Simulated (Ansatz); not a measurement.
All numbers below come from Ansatz, DFT PBE, scalar-relativistic, plane waves, PAW. Settings: cutoff 420 eV, Γ-centred meshes spaced at most about 0.3 Å⁻¹, and about 0.25 Å⁻¹ or finer for metals (2π included), Gaussian smearing. No spin polarisation.

Temperature and zero-point effects are left out.

Compare these two cells of Zr₄B, each relaxed at this level.

1.

```cif
data_structure
_symmetry_space_group_name_H-M 'P-3m1'
_symmetry_Int_Tables_number 164
_cell_length_a 3.3671
_cell_length_b 3.3671
_cell_length_c 10.4975
_cell_angle_alpha 90.000
_cell_angle_beta 90.000
_cell_angle_gamma 120.000
_cell_volume 103.07
loop_
_atom_site_label
_atom_site_type_symbol
_atom_site_symmetry_multiplicity
_atom_site_Wyckoff_symbol
_atom_site_fract_x
_atom_site_fract_y
_atom_site_fract_z
_atom_site_occupancy
Zr1 Zr 2 d 0.33333 0.66667 0.87237 1
Zr2 Zr 2 d 0.33333 0.66667 0.38488 1
B1 B 1 a 0.00000 0.00000 0.00000 1
```

2.

```cif
data_structure
_symmetry_space_group_name_H-M 'Cmmm'
_symmetry_Int_Tables_number 65
_cell_length_a 6.6162
_cell_length_b 9.1552
_cell_length_c 3.4039
_cell_angle_alpha 90.000
_cell_angle_beta 90.000
_cell_angle_gamma 90.000
_cell_volume 206.19
loop_
_atom_site_label
_atom_site_type_symbol
_atom_site_symmetry_multiplicity
_atom_site_Wyckoff_symbol
_atom_site_fract_x
_atom_site_fract_y
_atom_site_fract_z
_atom_site_occupancy
Zr1 Zr 4 h 0.74967 0.00000 0.50000 1
Zr2 Zr 4 i 0.50000 0.75585 0.00000 1
B1 B 2 a 0.00000 0.00000 0.00000 1
```

Problem. Which is lower in energy, and by how much?

Solution. Cell 1 is lower, by 18 meV/atom. Cell 1 has space group P-3m1 (No. 164), 20.6 Å³/atom and no gap on its mesh; cell 2 has space group Cmmm (No. 65), 20.6 Å³/atom and no gap. Counting Zr atoms around B (those within 1.25 times the shortest such distance or 1.15 times the sum of covalent radii), cell 1 and cell 2 both have B 6. Both come from invented guesses. Shaken at random and relaxed again, cell 1 came back.

The k mesh leaves some 4 meV/atom of noise in the energy of each metallic cell. Cells without such a test can be saddle points.
